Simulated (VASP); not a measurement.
A run of VASP 6.6.1:

The input INCAR:

```
  ALGO = Normal
  EDIFF = 1E-7
  ENCUT = 520
  GGA = PS
  ISIF = 2
  ISMEAR = 0
  ISPIN = 2
  LASPH = T
  LCHARG = F
  LMAXMIX = 4
  LORBIT = 11
  LREAL = F
  LWAVE = F
  MAGMOM = 0.5 0 0
  NELM = 60
  PREC = Accurate
  SIGMA = 0.05
```

The input KPOINTS:

```
k-points
0
Gamma
  6 6 6
```

Contents of POSCAR:

```
WS2
1.0
    0.0000000000      3.0079352200      3.0079352200
    3.0079352200      0.0000000000      3.0079352200
    3.0079352200      3.0079352200      0.0000000000
W S
1 2
Direct
    0.0000000000      0.0000000000      0.0000000000
    0.2500000000      0.2500000000      0.2500000000
    0.7500000000      0.7500000000      0.7500000000
```

Potentials or basis: VASP PAW PBE potentials, release 64 (W_sv, S).

The run is started by

```bash
$ cat potpaw_PBE.64/W_sv/POTCAR potpaw_PBE.64/S/POTCAR > POTCAR
$ mpirun -np 1 vasp_std > vasp.out
```

Hardware: 1 thread of AMD EPYC 7R43 64-Core Processor (Zen 3), with other jobs on the host.

**Question.** Estimate the wall time of this run.

**Answer.** Wall time 63 s on 1 thread of AMD EPYC 7R43 64-Core Processor (Zen 3), with other jobs on the host, peak memory 0.18 GiB. Counts: scf iterations 18, k points 16.
